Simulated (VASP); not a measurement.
Write the native input for VASP 6.6.1 that does the following.

- Task: single point
- Functional: r2SCAN
- Dispersion: D3(BJ)
- Potentials or basis: VASP PAW PBE potentials, release 64 (O, H, C)
- Cutoff: 520 eV
- k mesh: 1 × 1 × 1
- Occupations: fermi-dirac, width 0.05 eV
- Spin: no spin polarisation
- Dipole correction: no
- Further INCAR settings: LREAL = Auto; ALGO = Normal; EDIFF = 1e-06; NBANDS = 60

H20CO9:

```xyz
30
Lattice="6.5132 0.0000 0.0000 0.0000 6.5132 0.0000 0.0000 0.0000 6.5132" Properties=species:S:1:pos:R:3 pbc="T T T"
O     4.6987    1.3466    2.0988
O    -0.3819    0.5491    4.7008
O     2.2830    5.0308    1.8011
O     6.3754    3.2341    5.3460
O     2.3648    4.3560    5.7173
O     3.5785    0.3927    6.0970
O     5.7552    5.3959    0.3631
O     4.2210    3.6302    3.5463
O     0.8698    0.6772    2.3251
H     5.5474    0.9464    1.9006
H     4.0537    1.0816    1.4715
H    -1.2780    0.4571    4.4064
H     0.2373    0.6216    3.8419
H     1.6363    4.4716    2.2280
H     2.3773    4.7791    0.8541
H     5.6948    3.5838    4.7680
H     6.3281    2.2738    5.1050
H     1.4816    3.8902    5.6970
H     2.9457    3.9130    5.0452
H     4.2682   -0.2390    6.3685
H     2.9527   -0.2327    5.6587
H     6.1288    5.8461   -0.4416
H     5.8352    4.4482    0.0364
H     3.7766    4.2387    2.8984
H     4.3011    2.8014    3.0260
H     0.6890    2.7598    1.9345
H     1.5335    0.0385    2.0099
H     2.1682    2.2784    2.7369
H     1.9084    1.8953    1.1090
C     1.4060    1.9968    2.0409
```

The cell was built by a generator and needn't be a form met in nature.

The input as run:

POSCAR

```
H20CO9
1.0
    6.5131880000      0.0000000000      0.0000000000
    0.0000000000      6.5131880000      0.0000000000
    0.0000000000      0.0000000000      6.5131880000
O H C
9 20 1
Direct
    0.7214132311      0.2067497514      0.3222385105
   -0.0586348805      0.0843058729      0.7217356539
    0.3505195919      0.7724020864      0.2765312471
    0.9788447685      0.4965463917      0.8207962061
    0.3630787258      0.6687969087      0.8778036194
    0.5494237231      0.0602930546      0.9361007236
    0.8836225824      0.8284575848      0.0557484292
    0.6480697318      0.5573614642      0.5444799075
    0.1335444332      0.1039736608      0.3569834004
    0.8517180834      0.1453051870      0.2918079441
    0.6223833858      0.1660630708      0.2259262284
   -0.1962172749      0.0701806857      0.6765350547
    0.0364337710      0.0954371346      0.5898647483
    0.2512287378      0.6865455135      0.3420751865
    0.3649979089      0.7337574165      0.1311339393
    0.8743490899      0.5502374567      0.7320531819
    0.9715825798      0.3491070732      0.7837943569
    0.2274769283      0.5972804716      0.8746868661
    0.4522670004      0.6007810614      0.7746129852
    0.6553165669     -0.0366947799      0.9777853794
    0.4533417429     -0.0357275116      0.8688064892
    0.9409831253      0.8975788815     -0.0678008987
    0.8959053539      0.6829528028      0.0055886610
    0.5798389360      0.6507872949      0.4450048118
    0.6603678567      0.4301119513      0.4645958323
    0.1057853696      0.4237249101      0.2970127686
    0.2354453764      0.0059110838      0.3085892807
    0.3328938148      0.3498133326      0.4202089668
    0.2930055144      0.2909942105      0.1702699200
    0.2158697093      0.3065779769      0.3133488547
```

INCAR.step1

```
SYSTEM = H20CO9
ALGO     = Normal         ! electronic algorithm
EDIFF    = 1E-4           ! SCF threshold, eV
ENCUT    = 520            ! plane-wave cutoff, eV
GGA      = PE             ! functional
ISMEAR   = -1             ! smearing method
LASPH    = .True.         ! aspherical terms in the spheres
LCHARG   = .False.        ! write CHGCAR
LREAL    = Auto         
LWAVE    = .True.         ! write WAVECAR
NBANDS   = 60             ! bands
NELM     = 100            ! most SCF steps
PREC     = Accurate       ! precision mode
SIGMA    = 0.05           ! smearing width, eV
```

INCAR.step2

```
SYSTEM = H20CO9
ALGO     = Normal         ! electronic algorithm
EDIFF    = 1E-6           ! SCF threshold, eV
ENCUT    = 520            ! plane-wave cutoff, eV
ISIF     = 2              ! what is computed and relaxed
ISMEAR   = -1             ! smearing method
ISTART   = 1            
IVDW     = 12             ! dispersion correction
LASPH    = .True.         ! aspherical terms in the spheres
LCHARG   = .False.        ! write CHGCAR
LMIXTAU  = .True.       
LREAL    = Auto         
LWAVE    = .False.        ! write WAVECAR
METAGGA  = R2SCAN         ! meta-GGA
NBANDS   = 60             ! bands
NELM     = 100            ! most SCF steps
PREC     = Accurate       ! precision mode
SIGMA    = 0.05           ! smearing width, eV
VDW_A1   = 0.49484001   
VDW_A2   = 5.73083694   
VDW_S6   = 1.0          
VDW_S8   = 0.78981345
```

KPOINTS

```
k-points
0
Gamma
  1 1 1
  0 0 0
```

Potentials or basis: VASP PAW PBE potentials, release 64 (O, H, C).

Command:

```bash
$ cat potpaw_PBE.64/O/POTCAR potpaw_PBE.64/H/POTCAR potpaw_PBE.64/C/POTCAR > POTCAR
$ cp INCAR.step1 INCAR
$ mpirun -np 1 vasp_gam > vasp.out
$ cp INCAR.step2 INCAR
$ mpirun -np 1 vasp_gam > vasp.out
```

It gave:

The pressure is -0.3 GPa, the largest force is 3.038 eV/Å and the band gap on the k mesh is 5.63 eV, direct. The dispersion energy per atom is -0.018 eV.

Caveat: the PAW data sets were made with another functional, which shifts forces and pressure a little.

Wall time 110 s on 1 thread of Intel(R) Xeon(R) 6975P-C (Granite Rapids) (shared host), peak memory 0.32 GiB.
